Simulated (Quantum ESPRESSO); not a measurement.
# HfN (F-43m) in Quantum ESPRESSO: further runs

One crystal, HfN, is run at these levels: PBEsol, LDA; tasks: band structure, single point, equation of state.

Program: Quantum ESPRESSO 7.5. These are calculated values, not measurements. Logs are shortened: lines on timing, memory, paths and dates and some standing lists are left out, and cuts for length are marked.

## 1. Starting point

The structure is cubic, space group F-43m (No. 216). The conventional cell has a = 4.910 Å, b = 4.910 Å, c = 4.910 Å, α = 90.00°, β = 90.00°, γ = 90.00°. Hf (site symmetry -43m) has 4 N at 2.13 Å as nearest neighbours. N (site symmetry -43m) has 4 Hf at 2.13 Å as nearest neighbours.

The cell comes from a database or a generator and needn't be the stable form of this composition.

## 2. Band structure, PBEsol

pw.in

```
&CONTROL
  calculation = 'scf'
  prefix = 'pwscf'
  outdir = './tmp'
  pseudo_dir = './pseudo'
  tprnfor = .true.
  tstress = .true.
  disk_io = 'low'
/
&SYSTEM
  ibrav = 0
  nat = 2
  ntyp = 2
  ecutwfc = 45
  ecutrho = 360
  nbnd = 15
  occupations = 'smearing'
  smearing = 'fd'
  degauss = 0.00367493
/
&ELECTRONS
  conv_thr = 4d-10
  electron_maxstep = 120
  mixing_beta = 0.5
/
ATOMIC_SPECIES
Hf   178.4900 hf_pbesol_v1.uspp.F.UPF
N     14.0070 n_pbesol_v1.2.uspp.F.UPF
CELL_PARAMETERS angstrom
   0.0000000000    2.4548220000    2.4548220000
   2.4548220000    0.0000000000    2.4548220000
   2.4548220000    2.4548220000    0.0000000000
ATOMIC_POSITIONS crystal
Hf     0.0000000000    0.0000000000    0.0000000000
N      0.2500000000    0.2500000000    0.2500000000
K_POINTS automatic
9 9 9 0 0 0
```

bands.in

```
&CONTROL
  calculation = 'bands'
  prefix = 'pwscf'
  outdir = './tmp'
  pseudo_dir = './pseudo'
  disk_io = 'low'
  verbosity = 'high'
/
&SYSTEM
  ibrav = 0
  nat = 2
  ntyp = 2
  ecutwfc = 45
  ecutrho = 360
  nbnd = 15
  occupations = 'smearing'
  smearing = 'fd'
  degauss = 0.00367493
/
&ELECTRONS
  conv_thr = 1d-08
  electron_maxstep = 120
  mixing_beta = 0.5
  diago_full_acc = .true.
  startingwfc = 'random'
/
ATOMIC_SPECIES
Hf   178.4900 hf_pbesol_v1.uspp.F.UPF
N     14.0070 n_pbesol_v1.2.uspp.F.UPF
CELL_PARAMETERS angstrom
   0.0000000000    2.4548220000    2.4548220000
   2.4548220000    0.0000000000    2.4548220000
   2.4548220000    2.4548220000    0.0000000000
ATOMIC_POSITIONS crystal
Hf     0.0000000000    0.0000000000    0.0000000000
N      0.2500000000    0.2500000000    0.2500000000
K_POINTS crystal
60
 0.0000000000  0.0000000000  0.0000000000 1
 0.0625000000  0.0000000000  0.0625000000 1
 0.1250000000  0.0000000000  0.1250000000 1
 0.1875000000  0.0000000000  0.1875000000 1
 0.2500000000  0.0000000000  0.2500000000 1
 0.3125000000  0.0000000000  0.3125000000 1
 0.3750000000  0.0000000000  0.3750000000 1
 0.4375000000  0.0000000000  0.4375000000 1
 0.5000000000  0.0000000000  0.5000000000 1
 0.5000000000  0.0625000000  0.5625000000 1
 0.5000000000  0.1250000000  0.6250000000 1
 0.5000000000  0.1875000000  0.6875000000 1
 0.5000000000  0.2500000000  0.7500000000 1
 0.4375000000  0.3125000000  0.7500000000 1
 0.3750000000  0.3750000000  0.7500000000 1
 0.3375000000  0.3375000000  0.6750000000 1
 0.3000000000  0.3000000000  0.6000000000 1
 0.2625000000  0.2625000000  0.5250000000 1
 0.2250000000  0.2250000000  0.4500000000 1
 0.1875000000  0.1875000000  0.3750000000 1
 0.1500000000  0.1500000000  0.3000000000 1
 0.1125000000  0.1125000000  0.2250000000 1
 0.0750000000  0.0750000000  0.1500000000 1
 0.0375000000  0.0375000000  0.0750000000 1
 0.0000000000  0.0000000000  0.0000000000 1
 0.0625000000  0.0625000000  0.0625000000 1
 0.1250000000  0.1250000000  0.1250000000 1
 0.1875000000  0.1875000000  0.1875000000 1
 0.2500000000  0.2500000000  0.2500000000 1
 0.3125000000  0.3125000000  0.3125000000 1
 0.3750000000  0.3750000000  0.3750000000 1
 0.4375000000  0.4375000000  0.4375000000 1
 0.5000000000  0.5000000000  0.5000000000 1
 0.5250000000  0.4500000000  0.5250000000 1
 0.5500000000  0.4000000000  0.5500000000 1
 0.5750000000  0.3500000000  0.5750000000 1
 0.6000000000  0.3000000000  0.6000000000 1
 0.6250000000  0.2500000000  0.6250000000 1
 0.5833333333  0.2500000000  0.6666666667 1
 0.5416666667  0.2500000000  0.7083333333 1
 0.5000000000  0.2500000000  0.7500000000 1
 0.5000000000  0.2857142857  0.7142857143 1
 0.5000000000  0.3214285714  0.6785714286 1
 0.5000000000  0.3571428571  0.6428571429 1
 0.5000000000  0.3928571429  0.6071428571 1
 0.5000000000  0.4285714286  0.5714285714 1
 0.5000000000  0.4642857143  0.5357142857 1
 0.5000000000  0.5000000000  0.5000000000 1
 0.4821428571  0.4821428571  0.5357142857 1
 0.4642857143  0.4642857143  0.5714285714 1
 0.4464285714  0.4464285714  0.6071428571 1
 0.4285714286  0.4285714286  0.6428571429 1
 0.4107142857  0.4107142857  0.6785714286 1
 0.3928571429  0.3928571429  0.7142857143 1
 0.3750000000  0.3750000000  0.7500000000 1
 0.6250000000  0.2500000000  0.6250000000 1
 0.5937500000  0.1875000000  0.5937500000 1
 0.5625000000  0.1250000000  0.5625000000 1
 0.5312500000  0.0625000000  0.5312500000 1
 0.5000000000  0.0000000000  0.5000000000 1
```

Potentials or basis: GBRV 1.5 PBEsol.

Launch:

```bash
OMP_NUM_THREADS=1 mpirun -n 2 pw.x -nk 2 -in pw.in > pw.out
OMP_NUM_THREADS=1 mpirun -n 2 pw.x -nk 2 -in bands.in > bands.out
```

pw.out:

```text
This program is part of the open-source Quantum ESPRESSO suite
     for quantum simulation of materials; please cite
         "P. Giannozzi et al., J. Phys.:Condens. Matter 21 395502 (2009);
         "P. Giannozzi et al., J. Phys.:Condens. Matter 29 465901 (2017);
         "P. Giannozzi et al., J. Chem. Phys. 152 154105 (2020);
     in publications or presentations arising from this work. More details at

     Message from routine setup:
     using ibrav=0 with symmetry is DISCOURAGED, use correct ibrav instead

     K-points division:     npool     =       2
     Subspace diagonalization in iterative solution of the eigenvalue problem:
     a serial algorithm will be used

     G-vector sticks info
     --------------------
     sticks:   dense  smooth     PW     G-vecs:    dense   smooth      PW
     Sum        1069     535    163                23049     8099    1459

     Using Slab Decomposition

     bravais-lattice index     =            0
     lattice parameter (alat)  =       6.5605  a.u.
     unit-cell volume          =     199.6580 (a.u.)^3
     number of atoms/cell      =            2
     number of atomic types    =            2
     number of electrons       =        17.00
     number of Kohn-Sham states=           15
     kinetic-energy cutoff     =      45.0000  Ry
     charge density cutoff     =     360.0000  Ry
     scf convergence threshold =      4.0E-10
     mixing beta               =       0.5000
     number of iterations used =            8  plain     mixing
     Exchange-correlation= SLA  PW   PSX  PSC
                           (   1   4  10   8   0   0   0)

     celldm(1)=   6.560454  celldm(2)=   0.000000  celldm(3)=   0.000000
     celldm(4)=   0.000000  celldm(5)=   0.000000  celldm(6)=   0.000000

     crystal axes: (cart. coord. in units of alat)
               a(1) = (   0.000000   0.707107   0.707107 )
               a(2) = (   0.707107   0.000000   0.707107 )
               a(3) = (   0.707107   0.707107   0.000000 )

     reciprocal axes: (cart. coord. in units 2 pi/alat)
               b(1) = ( -0.707107  0.707107  0.707107 )
               b(2) = (  0.707107 -0.707107  0.707107 )
               b(3) = (  0.707107  0.707107 -0.707107 )

     PseudoPot. # 1 for Hf read from file:
     hf_pbesol_v1.uspp.F.UPF
     Pseudo is Ultrasoft + core correction, Zval = 12.0
     Generated by new atomic code, or converted to UPF format
     Using radial grid of  921 points,  8 beta functions with:
                l(1) =   0
                l(2) =   0
                l(3) =   0
                l(4) =   1
                l(5) =   1
                l(6) =   2
                l(7) =   2
                l(8) =   3
     Q(r) pseudized with  6 coefficients,  rinner =    1.200   1.200   1.200
                                                       1.200   1.200   1.200
                                                       1.200

     PseudoPot. # 2 for N  read from file:
     n_pbesol_v1.2.uspp.F.UPF
     Pseudo is Ultrasoft + core correction, Zval =  5.0
     Generated by new atomic code, or converted to UPF format
     Using radial grid of  729 points,  4 beta functions with:
                l(1) =   0
                l(2) =   0
                l(3) =   1
                l(4) =   1
     Q(r) pseudized with  8 coefficients,  rinner =    0.900   0.900   0.900

     atomic species   valence    mass     pseudopotential
     Hf               12.00   178.49000     Hf( 1.00)
     N                 5.00    14.00700     N ( 1.00)

     24 Sym. Ops. (no inversion) found

   Cartesian axes

     site n.     atom                  positions (alat units)
         1        Hf     tau(   1) = (   0.0000000   0.0000000   0.0000000  )
         2        N      tau(   2) = (   0.3535534   0.3535534   0.3535534  )

     number of k points=    35  Fermi-Dirac smearing, width (Ry)=  0.0037
                       cart. coord. in units 2pi/alat
        k(    1) = (   0.0000000   0.0000000   0.0000000), wk =   0.0027435
        k(    2) = (   0.0785674   0.0785674  -0.0785674), wk =   0.0219479
        k(    3) = (   0.1571348   0.1571348  -0.1571348), wk =   0.0219479
        k(    4) = (   0.2357023   0.2357023  -0.2357023), wk =   0.0219479
        k(    5) = (   0.3142697   0.3142697  -0.3142697), wk =   0.0219479
        k(    6) = (   0.1571348   0.0000000  -0.0000000), wk =   0.0164609
[... 27 lines left out ...]
        k(   34) = (  -0.0000000  -0.4714045   0.6285394), wk =   0.0658436
        k(   35) = (  -0.0785674  -0.3928371   0.7071068), wk =   0.0658436

     Dense  grid:    23049 G-vectors     FFT dimensions: (  40,  40,  40)

     Smooth grid:     8099 G-vectors     FFT dimensions: (  30,  30,  30)

     Check: negative core charge=   -0.000002

     Initial potential from superposition of free atoms

     starting charge      15.0000, renormalised to      17.0000

     negative rho (up, down):  1.197E-01 0.000E+00
     Starting wfcs are   17 randomized atomic wfcs

     Self-consistent Calculation

     iteration #  1     ecut=    45.00 Ry     beta= 0.50
     Davidson diagonalization with overlap
     ethr =  1.00E-02,  avg # of iterations =  2.9

     negative rho (up, down):  1.107E-01 0.000E+00

     total energy              =    -178.58740446 Ry
     estimated scf accuracy    <       1.62273538 Ry

     iteration #  2     ecut=    45.00 Ry     beta= 0.50
     Davidson diagonalization with overlap
     ethr =  9.55E-03,  avg # of iterations =  2.0
[... 69 lines left out ...]
     iteration # 10     ecut=    45.00 Ry     beta= 0.50
     Davidson diagonalization with overlap
     ethr =  1.68E-11,  avg # of iterations =  2.0

     negative rho (up, down):  1.123E-01 0.000E+00

     End of self-consistent calculation

          k = 0.0000 0.0000 0.0000 (   965 PWs)   bands (ev):

   -48.6405 -17.2187 -17.2187 -17.2187  -2.2993   8.3267   8.3267   8.3267
    13.0575  16.0085  16.0085  20.3738  20.3738  20.3738  27.0480

          k = 0.0786 0.0786-0.0786 (   995 PWs)   bands (ev):

   -48.6381 -17.2774 -17.2263 -17.2263  -2.1552   8.0694   8.4148   8.4148
    13.7002  15.8157  15.8157  20.0563  20.6459  20.6459  25.2437

          k = 0.1571 0.1571-0.1571 (  1001 PWs)   bands (ev):
[... 136 lines left out ...]
   -48.6155 -17.6198 -17.4217 -17.3451  -0.9436   7.6292   9.0607   9.8016
    13.1864  15.4820  17.1260  19.2825  20.0514  21.4472  24.0927

          k =-0.0786-0.3928 0.5500 (  1020 PWs)   bands (ev):

   -48.6147 -17.6109 -17.4602 -17.3394  -0.9060   8.1391   8.6638   9.7831
    13.0629  15.4808  16.7948  19.5339  20.0769  21.7879  23.9497

          k = 0.0000-0.3143 0.4714 (  1019 PWs)   bands (ev):

   -48.6170 -17.5936 -17.4366 -17.3150  -1.0169   8.0565   8.5846   9.5287
    13.7614  15.2413  16.8594  19.6525  20.3503  20.9101  23.4374

          k =-0.0786-0.5500 0.7071 (  1017 PWs)   bands (ev):

   -48.6137 -17.6536 -17.4057 -17.3749  -0.8604   7.1853   9.6633  10.1128
    12.6951  15.6192  17.4549  18.7604  19.5094  22.7337  25.2425

          k =-0.0000-0.4714 0.6285 (  1018 PWs)   bands (ev):

   -48.6131 -17.6266 -17.4561 -17.3688  -0.8321   7.6113   9.2750  10.1086
    12.5590  15.4492  17.1045  19.0204  19.9964  23.5148  24.2730

          k =-0.0786-0.3928 0.7071 (  1022 PWs)   bands (ev):

   -48.6134 -17.6044 -17.4682 -17.3726  -0.8417   8.0253   8.7275  10.1277
    12.6547  15.2090  17.2816  19.0258  20.2746  23.0046  24.4308

     the Fermi energy is    13.7703 ev

!    total energy              =    -178.85666187 Ry
     estimated scf accuracy    <          2.3E-11 Ry
     smearing contrib. (-TS)   =      -0.00042418 Ry
     internal energy E=F+TS    =    -178.85623769 Ry

     The total energy is F=E-TS. E is the sum of the following terms:
     one-electron contribution =     -24.00391453 Ry
     hartree contribution      =      19.69070511 Ry
     xc contribution           =     -80.65587199 Ry
     ewald contribution        =     -93.88715627 Ry

     convergence has been achieved in  10 iterations

     negative rho (up, down):  1.123E-01 0.000E+00

     Forces acting on atoms (cartesian axes, Ry/au):

     atom    1 type  1   force =     0.00000000    0.00000000    0.00000000
     atom    2 type  2   force =     0.00000000    0.00000000    0.00000000

     Total force =     0.000000     Total SCF correction =     0.000000

     Computing stress (Cartesian axis) and pressure

     negative rho (up, down):  1.123E-01 0.000E+00
          total   stress  (Ry/bohr**3)                   (kbar)     P=      -51.49
  -0.00035003   0.00000000  -0.00000000          -51.49        0.00       -0.00
   0.00000000  -0.00035003  -0.00000000            0.00      -51.49       -0.00
  -0.00000000  -0.00000000  -0.00035003           -0.00       -0.00      -51.49

=------------------------------------------------------------------------------=
   JOB DONE.
=------------------------------------------------------------------------------=
```

Wall time 19 s (2 MPI ranks of Intel Xeon Platinum 8488C (Sapphire Rapids), shared host); peak memory 0.28 GiB.

Results:

| Property | Result |
| --- | --- |
| Free energy | -2433.4689 eV |
| Pressure | -5.1 GPa |
| Band gap on the k mesh | none (metal or under the smearing width) |

Levels at the corners of the path, in eV from the Fermi level:
| point | band 7 | band 8 | band 9 | band 10 | band 11 | band 12 |
| --- | --- | --- | --- | --- | --- | --- |
| Γ | -5.44 | -5.44 | -0.71 | 2.24 | 2.24 | 6.60 |
| X | -3.59 | -3.59 | -1.13 | 2.16 | 4.05 | 4.68 |
| W | -5.12 | -3.55 | -1.28 | 1.40 | 3.62 | 5.07 |
| K | -4.24 | -3.97 | -1.14 | 2.18 | 2.68 | 5.78 |
| Γ | -5.44 | -5.44 | -0.71 | 2.24 | 2.24 | 6.60 |
| L | -4.86 | -4.86 | 1.56 | 2.73 | 2.73 | 4.18 |
| U | -4.24 | -3.97 | -1.14 | 2.18 | 2.68 | 5.78 |
| W | -5.12 | -3.55 | -1.28 | 1.40 | 3.62 | 5.07 |
| L | -4.86 | -4.86 | 1.56 | 2.73 | 2.73 | 4.18 |
| K | -4.24 | -3.97 | -1.14 | 2.18 | 2.68 | 5.78 |
| U | -4.24 | -3.97 | -1.14 | 2.18 | 2.68 | 5.78 |
| X | -3.59 | -3.59 | -1.13 | 2.16 | 4.05 | 4.68 |

Caveat: spin-orbit coupling is left out, which moves the levels of the heavy elements.

[end of part 1 of 2]
